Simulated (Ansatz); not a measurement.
The cell of Ag is invented: random cell by space group and Wyckoff sites (P4/mmm, No. 123). Its size is a rough estimate.

```
CELL_PARAMETERS angstrom
5.97613 0.00000 0.00000
0.00000 5.97613 0.00000
0.00000 0.00000 4.05261
ATOMIC_POSITIONS crystal
Ag 0.15770 0.50000 0.00000
Ag 0.84230 0.50000 0.00000
Ag 0.50000 0.15770 0.00000
Ag 0.50000 0.84230 0.00000
```

All numbers below come from DFT PBE, scalar-relativistic, plane waves, PAW in Ansatz. Cutoff 420 eV, Gaussian smearing, Γ-centred meshes. Cell and atoms relax first on a coarse mesh and then on a finer one. In between, the cell is made exact in the group found at 0.06 Å. In metals the finer mesh still leaves noise of several meV/atom or more. The steps can't lower the symmetry of their start. No spin polarisation.

A guess keeps its type if space group and coordination stay and the shape of the cell changes little (axis ratios within about 15 %, angles within 6°); the volume may change.

**Question.** Will the relaxed cell still be of the starting type?

**Answer.** It doesn't keep its type. The symmetry stays P4/mmm (No. 123). The volume per atom shrinks by 18.1 %, from 36.2 to 29.6 Å³. The shortest distance goes from 1.88 Å (Ag–Ag) to 2.70 Å (Ag–Ag). The ratio c/a of the conventional cell changes by a factor of 0.61. Counting neighbours within 15 % of an atom's shortest distance, the start has Ag 1 and the end Ag 5. In detail, at the end Ag has 5 Ag at 2.70–2.75 Å.

```cif
data_structure
_symmetry_space_group_name_H-M 'P4/mmm'
_symmetry_Int_Tables_number 123
_cell_length_a 6.5961
_cell_length_b 6.5961
_cell_length_c 2.7241
_cell_angle_alpha 90.000
_cell_angle_beta 90.000
_cell_angle_gamma 90.000
_cell_volume 118.52
loop_
_atom_site_label
_atom_site_type_symbol
_atom_site_symmetry_multiplicity
_atom_site_Wyckoff_symbol
_atom_site_fract_x
_atom_site_fract_y
_atom_site_fract_z
_atom_site_occupancy
Ag1 Ag 4 n 0.20471 0.50000 0.00000 1
```

Energies count from the standard state of Ag at the same level.

**Question.** At what energy does it end?

**Answer.** +0.54 eV/atom. So it is a metastable form at best.

The last run used an 8×8×16 mesh (in the run's order of axes) for its 4-atom cell and Gaussian smearing of 0.10 eV. A structure relaxed within its symmetry needn't be a true minimum.
